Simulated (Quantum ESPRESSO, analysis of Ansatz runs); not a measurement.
**Migration in MgF2 (P4_2/mnm): F_i by the interstitialcy path, charge −1 (Quantum ESPRESSO)**

Aim: the barrier of one jump in MgF2 (P4_2/mnm) at charge −1: F_i by the interstitialcy path. The model is a cell of 72 host atoms with 1 F put in; F is the atom that moves.

Program: Quantum ESPRESSO 7.5. Level of theory: Quantum ESPRESSO plane-wave DFT, PBEsol, GBRV 1.5 PBEsol potentials; nudged elastic band between two relaxed defect structures at fixed charge in a uniform background. Results are calculated unless marked as measured.

**1. Starting point**

The cell holds 73 atoms: 24 Mg and 49 F. Cell: a = 9.195 Å, b = 9.195 Å, c = 9.131 Å, α = 90.0°, β = 90.0°, γ = 90.0°. It derives from MgF2 (space group P4_2/mnm). Nearest the centre at fractional (0.924, 0.299, 0.292): F45 at 0.91 Å, F73 at 0.92 Å, Mg26 at 2.00 Å, Mg37 at 2.01 Å, F40 at 2.16 Å, F6 at 2.18 Å, F11 at 2.50 Å, Mg43 at 2.53 Å. The cell carries charge −1.

The cell's shortest repeat is 9.1 Å.

**2. Relaxation of the start point, charge −1**

The ends come first: from an unrelaxed start the top is counted from too high an energy, and the barrier comes out too low. Small random displacements break the symmetry of the ideal sites, so that the defect can distort if it gains by it. The charge of −1 is set by the electron count, and a uniform background keeps the cell neutral.

Contents of pw.in:

```
&CONTROL
  calculation = 'relax'
  prefix = 'pwscf'
  outdir = './tmp'
  pseudo_dir = './pseudo'
  tprnfor = .true.
  disk_io = 'low'
  nstep = 70
  forc_conv_thr = 0.0012
  etot_conv_thr = 0.0001
/
&SYSTEM
  ibrav = 0
  nat = 73
  ntyp = 2
  ecutwfc = 36
  ecutrho = 288
  nbnd = 296
  occupations = 'fixed'
  tot_charge = -1
  nosym = .true.
/
&ELECTRONS
  conv_thr = 7d-08
  electron_maxstep = 100
  mixing_beta = 0.5
/
&IONS
  ion_dynamics = 'bfgs'
/
ATOMIC_SPECIES
Mg    24.3050 mg_pbesol_v1.4.uspp.F.UPF
F     18.9984 f_pbesol_v1.4.uspp.F.UPF
CELL_PARAMETERS angstrom
   9.1949209707    0.0000000000    0.0000000000
   0.0000000000    9.1949209707    0.0000000000
   0.0000000000    0.0000000000    9.1306547926
ATOMIC_POSITIONS crystal
Mg     0.2500098987    0.2524039264    0.1644452254
Mg    -0.0020633081   -0.0010533736   -0.0023136004
F      0.3485439529    0.3485439529    0.0000000000
F      0.4014560471    0.0985439529    0.1666666667
F      0.1518231518    0.1482156957   -0.0001025864
F      0.0999787726    0.3986821414    0.1657156894
Mg     0.2478932736    0.2485710758    0.4979448271
Mg    -0.0005822716   -0.0031392002    0.3340099274
F      0.3487462135    0.3483027503    0.3300630260
F      0.4014560471    0.0985439529    0.5000000000
F      0.1487977924    0.1506260620    0.3316214191
F      0.0968516922    0.4036756742    0.4982985727
Mg     0.2500000000    0.2500000000    0.8333333333
Mg     0.0000000000    0.0000000000    0.6666666667
F      0.3485439529    0.3485439529    0.6666666667
F      0.4014560471    0.0985439529    0.8333333333
F      0.1514560471    0.1514560471    0.6666666667
F      0.0985439529    0.4014560471    0.8333333333
Mg     0.2500000000    0.7500000000    0.1666666667
Mg     0.0012629979    0.5027229040   -0.0012879274
F      0.3485439529    0.8485439529    0.0000000000
F      0.4014560471    0.5985439529    0.1666666667
F      0.1514560471    0.6514560471    0.0000000000
F      0.0985439529    0.9014560471    0.1666666667
Mg     0.2500000000    0.7500000000    0.5000000000
Mg     0.0026541529    0.4987402531    0.3319043564
F      0.3485439529    0.8485439529    0.3333333333
F      0.4014560471    0.5985439529    0.5000000000
F      0.1508871591    0.6482435273    0.3332998762
F      0.0985439529    0.9014560471    0.5000000000
Mg     0.2500000000    0.7500000000    0.8333333333
Mg     0.0028533613    0.4999853564    0.6682599325
F      0.3485439529    0.8485439529    0.6666666667
F      0.4014560471    0.5985439529    0.8333333333
F      0.1514560471    0.6514560471    0.6666666667
F      0.0985439529    0.9014560471    0.8333333333
Mg     0.7492356317    0.2491077029    0.1697318655
Mg     0.5000000000    0.0000000000    0.0000000000
F      0.8486499067    0.3453777128    0.0007856953
F      0.8993205083    0.1009635234    0.1671498072
F      0.6519341921    0.1482916942   -0.0006395041
F      0.5957397649    0.3998679179    0.1671795609
Mg     0.7475888966    0.2509589835    0.4980082134
Mg     0.5000000000    0.0000000000    0.3333333333
F      0.8487592156    0.3460176443    0.3354011852
F      0.9046581602    0.0983977965    0.4993873344
F      0.6511030525    0.1493028598    0.3357761439
F      0.5967039276    0.4012825473    0.4972923535
Mg     0.7500000000    0.2500000000    0.8333333333
Mg     0.5000000000    0.0000000000    0.6666666667
F      0.8461594678    0.3474221612    0.6647293709
F      0.9014560471    0.0985439529    0.8333333333
F      0.6514560471    0.1514560471    0.6666666667
F      0.5985439529    0.4014560471    0.8333333333
Mg     0.7500000000    0.7500000000    0.1666666667
Mg     0.5000000000    0.5000000000    0.0000000000
F      0.8485439529    0.8485439529    0.0000000000
F      0.9035175090    0.5960994066    0.1660143507
F      0.6514560471    0.6514560471    0.0000000000
F      0.5985439529    0.9014560471    0.1666666667
Mg     0.7500000000    0.7500000000    0.5000000000
Mg     0.5000000000    0.5000000000    0.3333333333
F      0.8485439529    0.8485439529    0.3333333333
F      0.9004165688    0.5959949830    0.5017636858
F      0.6514560471    0.6514560471    0.3333333333
F      0.5985439529    0.9014560471    0.5000000000
Mg     0.7500000000    0.7500000000    0.8333333333
Mg     0.5000000000    0.5000000000    0.6666666667
F      0.8485439529    0.8485439529    0.6666666667
F      0.9014560471    0.5985439529    0.8333333333
F      0.6514560471    0.6514560471    0.6666666667
F      0.5985439529    0.9014560471    0.8333333333
F     -0.0008952977    0.2501403566    0.2468436511
K_POINTS gamma
```

Started as:

```console
$ OMP_NUM_THREADS=1 mpirun -n 4 pw.x -in pw.in > pw.out
```

The program printed:

```text
[shortened: banners, details of potentials and solvers, and blank lines are left out]
     gamma-point specific algorithms are used
     one sub-group per band group will be used
     scalapack distributed-memory algorithm (size of sub-group:  2*  2 procs)
     bravais-lattice index     =            0
     lattice parameter (alat)  =      17.3759  a.u.
     unit-cell volume          =    5209.4818 (a.u.)^3
     number of atoms/cell      =           73
     number of atomic types    =            2
     number of electrons       =       584.00
     number of Kohn-Sham states=          296
     kinetic-energy cutoff     =      36.0000  Ry
     charge density cutoff     =     288.0000  Ry
     scf convergence threshold =      7.0E-08
     mixing beta               =       0.5000
     number of iterations used =            8  plain     mixing
     energy convergence thresh.=      1.0E-04
     force convergence thresh. =      1.2E-03
     Exchange-correlation= SLA  PW   PSX  PSC
                           (   1   4  10   8   0   0   0)
     nstep                     =           70
     crystal axes: (cart. coord. in units of alat)
               a(1) = (   1.000000   0.000000   0.000000 )
               a(2) = (   0.000000   1.000000   0.000000 )
               a(3) = (   0.000000   0.000000   0.993011 )
     PseudoPot. # 1 for Mg read from file:
     mg_pbesol_v1.4.uspp.F.UPF
     Pseudo is Ultrasoft, Zval = 10.0
[...]
PseudoPot. # 2 for F  read from file:
     f_pbesol_v1.4.uspp.F.UPF
     Pseudo is Ultrasoft, Zval =  7.0
     atomic species   valence    mass     pseudopotential
     Mg               10.00    24.30500     Mg( 1.00)
     F                 7.00    18.99840     F ( 1.00)
     No symmetry found
     site n.     atom                  positions (alat units)
         1        Mg     tau(   1) = (   0.2500099   0.2524039   0.1632959  )
         2        Mg     tau(   2) = (  -0.0020633  -0.0010534  -0.0022974  )
         3        F      tau(   3) = (   0.3485440   0.3485440   0.0000000  )
         4        F      tau(   4) = (   0.4014560   0.0985440   0.1655018  )
         5        F      tau(   5) = (   0.1518232   0.1482157  -0.0001019  )
         6        F      tau(   6) = (   0.0999788   0.3986821   0.1645575  )
         7        Mg     tau(   7) = (   0.2478933   0.2485711   0.4944645  )
         8        Mg     tau(   8) = (  -0.0005823  -0.0031392   0.3316754  )
[...]
number of k points=     1
                       cart. coord. in units 2pi/alat
        k(    1) = (   0.0000000   0.0000000   0.0000000), wk =   2.0000000
     Dense  grid:   214989 G-vectors     FFT dimensions: (  96,  96,  96)
     Smooth grid:    75957 G-vectors     FFT dimensions: (  72,  72,  72)
     starting charge     575.7945, renormalised to     584.0000
     Self-consistent Calculation
     iteration #  1     ecut=    36.00 Ry     beta= 0.50
     total energy              =   -5388.64576445 Ry
     estimated scf accuracy    <       4.94291138 Ry
     iteration #  2     ecut=    36.00 Ry     beta= 0.50
     total energy              =   -5388.77731429 Ry
     estimated scf accuracy    <       3.35977648 Ry
     iteration #  3     ecut=    36.00 Ry     beta= 0.50
     total energy              =   -5389.93490337 Ry
     estimated scf accuracy    <       1.13093299 Ry
[...]
[... 104 further cycles ...]
[...]
estimated scf accuracy    <       0.00000027 Ry
     iteration #  4     ecut=    36.00 Ry     beta= 0.50
     total energy              =   -5390.43777452 Ry
     estimated scf accuracy    <       0.00000004 Ry
     iteration #  5     ecut=    36.00 Ry     beta= 0.50
     total energy              =   -5390.43777453 Ry
     estimated scf accuracy    <          1.8E-09 Ry
     iteration #  6     ecut=    36.00 Ry     beta= 0.50
     End of self-consistent calculation
          k = 0.0000 0.0000 0.0000 (  9503 PWs)   bands (ev):
   -68.1369 -68.1322 -68.1320 -68.1315 -68.1122 -68.1102 -68.1093 -68.1063
   -68.1052 -68.1012 -68.1006 -68.0923 -68.0705 -68.0646 -68.0600 -68.0585
   -68.0398 -68.0386 -68.0372 -68.0368 -68.0117 -68.0072 -68.0022 -68.0011
   -35.1299 -35.1262 -35.1251 -35.1247 -35.1199 -35.1154 -35.1147 -35.1145
   -35.1089 -35.1070 -35.1031 -35.1029 -35.1015 -35.1012 -35.1006 -35.0984
   -35.0979 -35.0974 -35.0970 -35.0968 -35.0962 -35.0940 -35.0929 -35.0894
   -35.0875 -35.0868 -35.0862 -35.0845 -35.0832 -35.0767 -35.0737 -35.0675
   -35.0673 -35.0633 -35.0577 -35.0573 -35.0564 -35.0561 -35.0532 -35.0523
[...]
highest occupied, lowest unoccupied level (ev):     3.2236    9.4673
!    total energy              =   -5390.43777453 Ry
     estimated scf accuracy    <          2.4E-10 Ry
     The total energy is the sum of the following terms:
     one-electron contribution =   -3322.87625396 Ry
     hartree contribution      =    1861.61306170 Ry
     xc contribution           =    -857.72297528 Ry
     ewald contribution        =   -3071.45160699 Ry
     convergence has been achieved in   6 iterations
     Forces acting on atoms (cartesian axes, Ry/au):
     atom    1 type  1   force =    -0.00087288   -0.00102104    0.00003798
     atom    2 type  1   force =    -0.00070968    0.00100224    0.00066181
     atom    3 type  2   force =     0.00066210   -0.00025347   -0.00020753
     atom    4 type  2   force =     0.00021431   -0.00058498    0.00008775
     atom    5 type  2   force =     0.00089877   -0.00069567    0.00054977
     atom    6 type  2   force =    -0.00059619    0.00095927   -0.00107632
     atom    7 type  1   force =    -0.00093818   -0.00053270   -0.00033199
     atom    8 type  1   force =    -0.00065102    0.00094145   -0.00015470
[...]
Total force =     0.007001     Total SCF correction =     0.000041
     Energy error            =      1.1E-04 Ry
     Gradient error          =      1.1E-03 Ry/Bohr
     number of scf cycles    =  17
     number of bfgs steps    =  16
     energy             old  =   -5390.4376625258 Ry
     energy             new  =   -5390.4377745300 Ry
     CASE: energy            _new < energy            _old
     new trust radius        =       0.0044623905 bohr
     new conv_thr            =       0.0000000007 Ry
ATOMIC_POSITIONS (crystal)
Mg               0.2310387872        0.2496253617        0.1741545357
Mg              -0.0031205436       -0.0081629122       -0.0045945392
F                0.3503049141        0.3404929489       -0.0002032620
F                0.4009055750        0.1024250371        0.1653503825
F                0.1435306032        0.1505070558        0.0003200647
F                0.1346816868        0.4425908756        0.1488648801
Mg               0.2574878638        0.2463757840        0.5041960121
Mg              -0.0006981075        0.0173382849        0.3254666374
[...]
Self-consistent Calculation
     iteration #  1     ecut=    36.00 Ry     beta= 0.50
     total energy              =   -5390.43785015 Ry
     estimated scf accuracy    <       0.00002851 Ry
     iteration #  2     ecut=    36.00 Ry     beta= 0.50
     total energy              =   -5390.43785179 Ry
     estimated scf accuracy    <       0.00000295 Ry
     iteration #  3     ecut=    36.00 Ry     beta= 0.50
     total energy              =   -5390.43785215 Ry
     estimated scf accuracy    <       0.00000020 Ry
     iteration #  4     ecut=    36.00 Ry     beta= 0.50
     total energy              =   -5390.43785219 Ry
     estimated scf accuracy    <       0.00000003 Ry
     iteration #  5     ecut=    36.00 Ry     beta= 0.50
     total energy              =   -5390.43785219 Ry
     estimated scf accuracy    <          2.0E-09 Ry
     iteration #  6     ecut=    36.00 Ry     beta= 0.50
     End of self-consistent calculation
          k = 0.0000 0.0000 0.0000 (  9503 PWs)   bands (ev):
   -68.1336 -68.1288 -68.1280 -68.1280 -68.1182 -68.1075 -68.1071 -68.1066
   -68.1053 -68.1019 -68.0991 -68.0975 -68.0723 -68.0664 -68.0634 -68.0607
   -68.0374 -68.0364 -68.0343 -68.0335 -68.0139 -68.0098 -68.0040 -68.0036
   -35.1265 -35.1222 -35.1217 -35.1213 -35.1165 -35.1143 -35.1114 -35.1113
   -35.1109 -35.1050 -35.1044 -35.1039 -35.0989 -35.0983 -35.0980 -35.0970
   -35.0967 -35.0944 -35.0941 -35.0935 -35.0931 -35.0920 -35.0920 -35.0898
   -35.0872 -35.0835 -35.0830 -35.0829 -35.0803 -35.0802 -35.0778 -35.0732
   -35.0727 -35.0651 -35.0630 -35.0622 -35.0594 -35.0584 -35.0566 -35.0541
[...]
highest occupied, lowest unoccupied level (ev):     3.2111    9.4675
!    total energy              =   -5390.43785219 Ry
     estimated scf accuracy    <          3.8E-10 Ry
     The total energy is the sum of the following terms:
     one-electron contribution =   -3322.96095502 Ry
     hartree contribution      =    1861.65322274 Ry
     xc contribution           =    -857.72358772 Ry
     ewald contribution        =   -3071.40653220 Ry
     convergence has been achieved in   6 iterations
     Forces acting on atoms (cartesian axes, Ry/au):
     atom    1 type  1   force =    -0.00034036   -0.00113685   -0.00016980
     atom    2 type  1   force =    -0.00038494    0.00050979   -0.00009788
     atom    3 type  2   force =     0.00024117   -0.00043716    0.00003639
     atom    4 type  2   force =     0.00015567   -0.00017889    0.00007528
     atom    5 type  2   force =     0.00055738   -0.00070241    0.00033792
     atom    6 type  2   force =    -0.00022821    0.00085769   -0.00081968
     atom    7 type  1   force =    -0.00043591   -0.00022059    0.00035633
     atom    8 type  1   force =    -0.00075654    0.00039706    0.00017512
[...]
Total force =     0.005510     Total SCF correction =     0.000052
     Energy error            =      7.8E-05 Ry
     Gradient error          =      1.1E-03 Ry/Bohr
     bfgs converged in  18 scf cycles and  17 bfgs steps
     (criteria: energy <  1.0E-04 Ry, force <  1.2E-03 Ry/Bohr)
     End of BFGS Geometry Optimization
     Final energy             =   -5390.4378521922 Ry
Begin final coordinates
ATOMIC_POSITIONS (crystal)
Mg               0.2310387872        0.2496253617        0.1741545357
Mg              -0.0031205436       -0.0081629122       -0.0045945392
F                0.3503049141        0.3404929489       -0.0002032620
F                0.4009055750        0.1024250371        0.1653503825
F                0.1435306032        0.1505070558        0.0003200647
F                0.1346816868        0.4425908756        0.1488648801
Mg               0.2574878638        0.2463757840        0.5041960121
Mg              -0.0006981075        0.0173382849        0.3254666374
[...]
End final coordinates
   JOB DONE.
```

Wall time 8 min (4 MPI ranks of Arm Neoverse V1, shared host); peak memory 1.4 GiB; 32 min of CPU time.

The steps of the relaxation:

```
step  energy less that of the first step (eV)
   0                                   0.0000
   1                                  -4.1894
   2                                  -6.3406
   3                                  -6.8821
   4                                  -7.0654
   5                                  -7.1440
   6                                  -7.2129
   7                                  -7.2505
   8                                  -7.2777
   9                                  -7.2982
  10                                  -7.3135
  11                                  -7.3258
  12                                  -7.3362
  13                                  -7.3424
  14                                  -7.3456
  15                                  -7.3476
  16                                  -7.3491
  17                                  -7.3502
```

The atoms that moved most (Å):

```
atom      dx      dy      dz  length
  F6   0.319   0.404  -0.154   0.537
 F45  -0.377   0.343   0.140   0.528
 F11   0.383  -0.311   0.166   0.521
 F40  -0.295  -0.393  -0.155   0.515
 Mg8  -0.001   0.188  -0.078   0.204
 Mg1  -0.174  -0.026   0.089   0.197
Mg37   0.183   0.013   0.045   0.189
 F23  -0.064   0.152  -0.082   0.184
```

Neighbours of F73 at the end:

```
atom  distance (Å)
Mg26         2.212
Mg37         2.226
 Mg1         2.232
 Mg8         2.271
  F6         2.331
 F45         2.333
 F40         2.339
 F11         2.341
```

This step gave:

| Quantity | Value |
| --- | --- |
| highest filled level | 3.211 eV |
| lowest empty level | 9.468 eV |
| r.m.s. move of the farther half of the atoms | 0.06886 Å |
| largest move from the ideal geometry of this structure, a common shift of the far atoms taken out | 0.5322 Å |

The relaxation gained 7.350 eV and ended with a largest force component of 0.029 eV/Å.

(Continued in part 2 of 3.)

[Logs are printed without paths, hosts, clocks, repeated set-up lines and the standing remarks that a program may print on its own settings, such as how far it seeks lower states.]

[Hosts, paths, dates, database ids (printed as entryN), source tags and the programs' standing remarks are cut or masked in the printed files.]
